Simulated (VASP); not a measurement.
Crystal: TaS2.

```xyz
3
Lattice="3.3500 0.0000 0.0000 -1.6750 2.9012 0.0000 0.0000 0.0000 5.8600" Properties=species:S:1:pos:R:3 pbc="T T T"
Ta    0.0000    0.0000    0.0000
S     1.6750    0.9671    4.3950
S     0.0000    1.9341    1.4650
```

- Program: VASP 6.6.1
- Task: relaxation of cell and atoms
- Functional: PBE
- Dispersion: TS
- Potentials or basis: VASP PAW PBE potentials, release 64 (Ta_pv, S)
- Cutoff: 600 eV
- k mesh: 9 × 9 × 5
- Occupations: fermi-dirac, width 0.05 eV
- Spin: no spin polarisation

At the start: pressure 6.6 GPa; volume 18.98 Å³/atom.

Task: How do energy, volume and symmetry change on relaxing?

Result: Over 22 steps the energy falls by 35.9 meV/atom and the volume is 18.61 Å³/atom (-2.0 %); space group P-3m1 (No. 164, to 0.05 Å).

Step by step:
```tsv
step	energy change (eV)	largest force (eV/Å)	pressure (GPa)	volume (Å³)
1	0.0000	1.2956	6.62	56.95
2	0.1457	1.4460	-11.26	63.65
3	-0.0819	0.1369	-1.35	59.36
4	-0.0820	0.2010	-0.92	59.21
5	-0.0918	0.1148	-0.52	58.59
6	-0.0934	0.0811	-0.36	58.36
7	-0.0931	0.0139	-0.04	57.88
8	-0.0938	0.0604	-0.26	58.20
9	-0.0953	0.1116	0.13	57.88
10	-0.0966	0.2383	1.10	57.11
11	-0.0970	0.2356	1.09	57.08
12	-0.0980	0.2284	1.05	56.99
13	-0.0998	0.2146	0.97	56.80
14	-0.1030	0.1857	0.84	56.43
15	-0.1063	0.1241	0.64	55.68
16	-0.1064	0.1153	0.62	55.59
17	-0.1074	0.0498	0.14	55.79
18	-0.1075	0.0381	0.06	55.83
19	-0.1076	0.0141	-0.12	55.90
20	-0.1076	0.0119	-0.12	55.91
21	-0.1077	0.0106	-0.11	55.89
22	-0.1078	0.0064	-0.01	55.83
```

Final structure:
```
Ta S
1.0
     3.34512    0.00000    0.00000
    -1.67256    2.89696    0.00000
     0.00000    0.00000    5.76095
Ta S
1 2
Cartesian
  0.0000 0.0000 0.0000
  1.6726 0.9657 4.2197
  0.0000 1.9313 1.5413
```

Caveat: atom-pairwise D2, TS and ULG terms overbind metals.
